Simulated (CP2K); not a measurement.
Crystal: C.

```xyz
12
Lattice="2.5221 0.0000 0.0000 -1.2611 2.1842 0.0000 0.0000 0.0000 12.3557" Properties=species:S:1:pos:R:3 pbc="T T T"
C     1.2611    0.7281    4.3760
C     0.0000    1.4561   10.5539
C     1.2611    0.7281    1.8018
C     0.0000    1.4561    7.9797
C     1.2611    0.7281    5.9205
C     0.0000    1.4561   12.0983
C     1.2611    0.7281    0.2574
C     0.0000    1.4561    6.4352
C     0.0000    0.0000   10.0390
C     0.0000    0.0000    3.8612
C     0.0000    0.0000    8.4945
C     0.0000    0.0000    2.3167
```

This is a hexagonal form of diamond, not graphite.

Base run:

- Program: CP2K 2026.2
- Functional: RPBE
- Potentials or basis: POTENTIAL_UZH C GTH-PBE-q4; DZVP-MOLOPT-PBE-GTH basis
- Density cutoff: 9184 eV
- k mesh: 9 × 9 × 2
- Occupations: fermi-dirac, width 0.05 eV
- Spin: no spin polarisation

Its results: band gap on the k mesh 4.85 eV, indirect (least direct gap 5.43 eV); pressure 5.5 GPa; largest force 0.317 eV/Å.

Task: The run is repeated on the same cell with these changes: functional from RPBE to WC. What comes out?

Result: Band gap on the k mesh 4.69 eV, indirect (least direct gap 5.38 eV); pressure 1.2 GPa; largest force 0.327 eV/Å.

WC binds more tightly than RPBE, so the same cell stands under less pressure.

Caveats: the potentials were made for another functional, which shifts forces and pressure; the basis of atomic orbitals isn't converged, which shifts pressures, moduli and gaps.
